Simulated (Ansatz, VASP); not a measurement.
# MgZnO4: VASP beside Ansatz

```xyz
6
Lattice="2.8928 0.0000 0.0000 0.0000 2.8928 0.0000 0.0000 0.0000 8.7636" Properties=species:S:1:pos:R:3 pbc="T T T"
Mg    0.0000    0.0000    0.0000
Zn    1.4464    1.4464    4.3818
O     0.0000    0.0000    5.1849
O     1.4464    1.4464    0.7797
O     1.4464    1.4464    7.9839
O     0.0000    0.0000    3.5788
```

Change from the starting cell: species swapped into the PrDyC4 type (P4/mmm, No. 123).

Alike in both runs: functional PBE; k mesh 6 × 6 × 4; occupations gaussian, width 0.1 eV; no spin polarisation.

Ansatz relaxed the structure, and its values are those at the end. VASP's run is a single point on that final structure, the one shown.

|  | VASP | Ansatz |
| --- | --- | --- |
| version | VASP 6.6.1 | Ansatz 0.2.0 |
| potentials or method | VASP PAW PBE potentials, release 64 (Mg, Zn, O) | scalar-relativistic, plane waves, PAW |
| plane-wave cutoff (eV) | 520 | 420 |
| valence electrons in the cell | 38 | 46 |

|  | VASP | Ansatz | Ansatz less VASP |
| --- | --- | --- | --- |
| gap on the k mesh at the Fermi level (eV) | 0.87 | 0.89 | +0.019 |
| least direct gap on the mesh (eV) | 1.13 | 1.15 | +0.027 |
| pressure (GPa) | 0.4 | 0.1 | -0.32 |
| rms of the force components (eV/Å) | 0.067 | 0.007 | -0.0601 |

The functional is the same, so the differences come from potentials, cutoffs and numerics. The two sets of potentials don't hold the same shells in valence.

A k mesh can miss the band edges.
